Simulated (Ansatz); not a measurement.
H2O on a (111) slab of Ti (Fm-3m (No. 225)), 3 planes, outer planes Ti (top) and Ti (bottom), 1 a cell of 28.2 Å², relaxed and still whole (its atoms last):

```yaml
crystal:
  lattice:
    - [5.71028, 0.00000, 0.00000]
    - [-2.85514, 4.94525, 0.00000]
    - [0.00000, 0.00000, 22.66242]
  atoms:
    - { symbol: Ti, position: [0.33333, 0.16667, 0.35301] }
    - { symbol: Ti, position: [0.33333, 0.66667, 0.35301] }
    - { symbol: Ti, position: [0.83333, 0.16667, 0.35301] }
    - { symbol: Ti, position: [0.83333, 0.66667, 0.35301] }
    - { symbol: Ti, position: [0.66923, 0.33464, 0.45221] }
    - { symbol: Ti, position: [0.66634, 0.83303, 0.44733] }
    - { symbol: Ti, position: [0.16525, 0.33453, 0.45230] }
    - { symbol: Ti, position: [0.16564, 0.83170, 0.45240] }
    - { symbol: Ti, position: [0.99947, 0.49930, 0.56966] }
    - { symbol: Ti, position: [0.98936, 0.99647, 0.54895] }
    - { symbol: Ti, position: [0.50494, 0.50931, 0.54896] }
    - { symbol: Ti, position: [0.50666, 0.99710, 0.54873] }
    - { symbol: O, position: [0.98441, 0.45404, 0.66415] }
    - { symbol: H, position: [0.07891, 0.34909, 0.66720] }
    - { symbol: H, position: [0.79010, 0.32000, 0.66827] }
```

The calculation used DFT PBE+D3(BJ), scalar-relativistic, plane waves, PAW (Ansatz 0.2.0). Cutoff 420 eV; k points 4×4×1 on the computed 15-atom cell (Γ-centred); Gaussian smearing, width 0.10 eV; no spin polarisation. The cell repeats along c with a dipole correction in the vacuum.

It binds with 1.01 eV a molecule against the clean slab and the free molecule (no zero-point or thermal terms); its shortest contact is O–Ti 2.15 Å. Take first-order desorption with no barrier to adsorption, no reaction on the face and an assumed prefactor of 10^13 s⁻¹.

Question: How long does a molecule stay at 300 K?

Answer: τ = ν⁻¹·exp(E/k_BT) with k_BT = 0.0259 eV: E/k_BT = 39.1, so τ ≈ 9×10^3 s. It outlasts a purge of seconds.

Question: Where does its peak lie in a desorption experiment heated at 2 K/s?

Answer: The peak obeys E/(k_B·T_p²) = (ν/β)·exp(−E/k_BT_p). Solving gives T_p ≈ 370 K (E/k_BT_p = 31.7). An error of 0.1 eV in E moves it by about 37 K, and larger molecules have larger prefactors, which lowers it.

Question: Is this physisorption or chemisorption?

Answer: The tightest contact, O–Ti 2.15 Å, is 0.95 times the sum of covalent radii, and deformation and lateral interaction add up to +0.09 eV. This is chemisorption.

The molecule may also break up before it leaves, which wasn't tried.

The reference crystal is the fcc form of Ti, which isn't its usual structure.